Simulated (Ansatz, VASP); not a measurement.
HfH in VASP and in Ansatz

```
Hf H
1.0
     3.38400    0.00000    0.00000
    -1.69200    2.93063    0.00000
     0.00000    0.00000    5.57544
Hf H
2 2
Direct
  0.33333 0.66667 0.75000
  0.66667 0.33333 0.25000
  0.00000 0.00000 0.00000
  0.00000 0.00000 0.50000
```

Alike in both runs: task single point; functional PBE; k mesh 6 × 6 × 4; occupations gaussian, width 0.1 eV; no spin polarisation.

|  | VASP | Ansatz |
| --- | --- | --- |
| version | VASP 6.6.1 | Ansatz 0.2.0 |
| potentials or method | VASP PAW PBE potentials, release 64 (Hf_pv, H) | scalar-relativistic, plane waves, PAW |
| plane-wave cutoff (eV) | 520 | 420 |
| valence electrons in the cell | 22 | 54 |

|  | VASP | Ansatz | Ansatz less VASP |
| --- | --- | --- | --- |
| gap on the k mesh at the Fermi level (eV) | none | none | - |
| pressure (GPa) | -16.3 | -15.7 | +0.57 |
| largest component of the traceless stress (GPa) | 0.27 | 0.29 | +0.027 |

A gap of «none» marks a metal or a gap that the smearing closes. The functional is the same, so the differences come from potentials, cutoffs and numerics. The two sets of potentials don't hold the same shells in valence.

Caveats: so large a pressure means that the cell lies far from this level's equilibrium, or that cutoff or potentials fall short (VASP). The runs have no spin-orbit coupling, so splittings on Hf are missing.
